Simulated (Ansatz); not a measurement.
Fe:

```xyz
1
Lattice="0.0000 1.9417 1.9651 1.4984 0.0000 1.9651 1.4984 1.9417 0.0000" Properties=species:S:1:pos:R:3 pbc="T T T"
Fe    0.0000    0.0000    0.0000
```

* Program: Ansatz 0.2.0
* Task: relaxation of cell and atoms
* Functional: RPBE
* Dispersion: D3(BJ)
* Potentials or basis: Ansatz PAW
* Cutoff: 420 eV (not typed: the program's choice for these potentials)
* k mesh: 13 × 13 × 13
* Occupations: fermi-dirac, width 0.05 eV
* Spin: collinear spin, ferromagnetic start
* Starting moments: [3.0] μB

At the start: volume 11.44 Å³/atom.

Task: Where does the relaxation end?

Result: It ends after 9 steps and the volume is 10.28 Å³/atom (-10.1 %); space group Im-3m (No. 229, to 0.05 Å); moment 2.01 μB per cell.

Step by step:
```tsv
step	energy change (eV)	largest force (eV/Å)	volume (Å³)
1	0.0000	0.0000	11.44
2	-0.0834	0.0000	10.74
3	-0.1065	0.0000	10.15
4	-0.1077	0.0000	10.29
5	-0.1077	0.0000	10.28
6	-0.1077	0.0000	10.28
7	-0.1064	0.0000	10.28
8	-0.1064	0.0000	10.28
9	-0.1064	0.0000	10.28
```

Final structure:
```cif
data_structure
_symmetry_space_group_name_H-M 'P 1'
_symmetry_Int_Tables_number 1
_cell_length_a 2.7396
_cell_length_b 2.3725
_cell_length_c 2.3725
_cell_angle_alpha 70.529
_cell_angle_beta 54.735
_cell_angle_gamma 54.735
_cell_volume 10.28
loop_
_atom_site_label
_atom_site_type_symbol
_atom_site_fract_x
_atom_site_fract_y
_atom_site_fract_z
_atom_site_occupancy
Fe1 Fe 0.00000 0.00000 0.00000 1
```

Caveat: the plane-wave basis is chosen anew once the cell has moved, so the energies of steps on either side of that aren't comparable; pairwise dispersion overbinds metals, which lowers pressure and volume; the PAW data sets come from PBE, with cores solved anew for the run's functional, which leaves a small shift of forces and pressure.
